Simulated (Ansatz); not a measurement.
CuO:

```
Cu O
1.0
     2.87950    0.00000    0.00000
     0.03907    2.87928    0.00000
     0.01750    0.01724    5.17634
Cu O
2 2
Direct
  0.00000 0.50000 0.00000
  0.50000 0.00000 0.50000
  0.99842 0.00167 0.74989
  0.00158 0.99833 0.25011
```

The cell comes from a database or a generator and needn't be the stable form of this composition.

Base run:

- Program: Ansatz 0.2.0
- Functional: r2SCAN
- Potentials or basis: Ansatz PAW
- Cutoff: 500 eV (not typed: the program's choice for these potentials)
- k mesh: 9 × 9 × 5
- Occupations: fermi-dirac, width 0.05 eV
- Spin: no spin polarisation

Its results: band gap on the k mesh none (metal or under the smearing width); pressure -0.7 GPa; largest force 0.012 eV/Å.

Task: The run is repeated on the same cell with these changes: functional from r2SCAN to LDA; cutoff from 500 eV (not typed: the program's choice for these potentials) to 420 eV (not typed: the program's choice for these potentials). What comes out?

Result: Band gap on the k mesh none (metal or under the smearing width); pressure -8.5 GPa; largest force 0.015 eV/Å.

Caveats: the run has no spin polarisation, though such a crystal can be magnetic; semilocal functionals often make such compounds metallic where correlation or magnetic order opens a gap, which also shifts bond lengths; the PAW data sets come from PBE, with cores solved anew for the run's functional, which leaves a small shift of forces and pressure.
